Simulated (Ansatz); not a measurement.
The parent structure is InN in the wurtzite structure (space group P6_3mc, No. 186; a = 3.581 Å, c = 5.788 Å).

All numbers come from PBE (Ansatz, a first-principles code; PAW; 420 eV plane waves; scalar-relativistic without spin-orbit coupling), earlier PAW set.

One change was made to it. Results:

| quantity | base | after |
|---|---|---|
| c/a ratio | 1.616 | 1.613 |
| shortest interatomic distance | 218.3 pm | 213.8 pm |
| density | 6.66 g/cm³ | 7.09 g/cm³ |

Q: Which of these changes matches the shifts?
(A) pressure 18 GPa
(B) pressure −2 GPa
(C) pressure 9 GPa
(D) pressure −1 GPa

A: C, pressure 9 GPa. For comparison, the shortest interatomic distance in the other runs: pressure 18 GPa gives 210.2 pm; pressure −1 GPa gives 218.9 pm; pressure −2 GPa gives 219.6 pm.

A case with no gap was solved on a k-mesh chosen for an insulator, which is coarse for it. Load acts through the strain it causes; cell and atoms are relaxed under it. Whether these cells are dynamically stable was not tested. Tetrahedral semiconductors of this kind turn to denser phases somewhere between about 1 and 50 GPa; those were not computed, so compressed cells here can lie past the real transition. The final runs are not spin-polarised.
